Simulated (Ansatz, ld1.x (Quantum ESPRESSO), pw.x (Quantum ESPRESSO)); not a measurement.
From atom to crystal: RRKJ potential for B (Z = 5)

ld1.x (Quantum ESPRESSO) 7.5 input, shortened:

```
&input
   title='B', zed=5., rel=1, dft='PBE', iswitch=3,
   config='[He] 2s2 2p1 3d-2'
 /
 &inputp
   pseudotype=2, tm=.false., rho0=0.02, lloc=-2, rcloc=0.95,
   nlcc=.true., rcore=0.70
 /
3
2S  1  0   2.00   0.00  1.25  1.25  0.0
2P  2  1   1.00   0.00  3.40  3.40  0.0
3D  3  2  -2.00   0.05  3.10  3.10  0.0
 &test
   configts(1)='2s2 2p1'
 /
```

Atomic tests: cutoffs needed: 21 Ry and 70 Ry (the cutoffs (Ry, on a coarse ladder) from which the occupation-weighted sum of valence levels, in a spherical-Bessel basis at the reference potential, stays within 10 and 1 mRy of its value at 400 Ry); ghost test: no extra level below or beside the all-electron valence levels (s, p, d, f tested) (spherical-Bessel basis up to 400 Ry, 20 bohr box); configuration tests: 1 of 7 tests not solved or not reliable.

Crystal test: diamond B in pw.x 7.5, no spin, 11³ k-points, Fermi–Dirac smearing 0.01 Ry, cutoffs 85/340 Ry. The reference is all-electron LAPW (Ansatz 0.2.0) with the same functional, mesh and smearing; V0 and B0 come from Birch–Murnaghan fits to the pressures at five volumes. Errors are pseudo minus all-electron; Δ is the rms difference of the E(V) curves that follow from these fits, minima aligned, over ±6 % about the mean V0. Mesh and smearing are coarse, so the numbers serve the comparison and aren't converged zero-temperature values; the lattice is a test structure that the element need not adopt.

All-electron: a0 = 4.053 Å (V0 = 8.32 Å³/atom), B0 = 175.9 GPa.

Question: How far does the potential miss the all-electron equation of state?

Answer: mean pressure error (GPa): -59.42. The pressure does not cross zero within the volumes sampled, so no fit is given. The largest radius (3.40 bohr) exceeds half the bond length (1.66 bohr), so the spheres overlap, which is one possible source of error among others. This is a poor potential for the solid. Atomic configuration tests: 1 of 7 tests not solved or not reliable.

```csv
V (Å³/atom),P all-electron (GPa),P pseudo (GPa)
7.899,10.02,-55.93
8.107,4.78,-57.74
8.315,0.11,-59.12
8.523,-4.05,-60.25
8.731,-7.77,-60.98
```

Question: At the middle volume, how do free energy and pressure move when the wave cutoff is lowered (ecutrho kept at four times it)?

Answer:

```csv
cutoff (Ry),shift of F (meV/atom),shift of P (GPa)
38,+29.7,-0.22
51,+15.7,-0.01
68,+8.7,-0.28
```

The run at the middle volume (56 k-points, 7 iterations) took about 5.9 s on one core of a shared host (Neoverse-V2, 192 threads, 742 GiB, load 44).
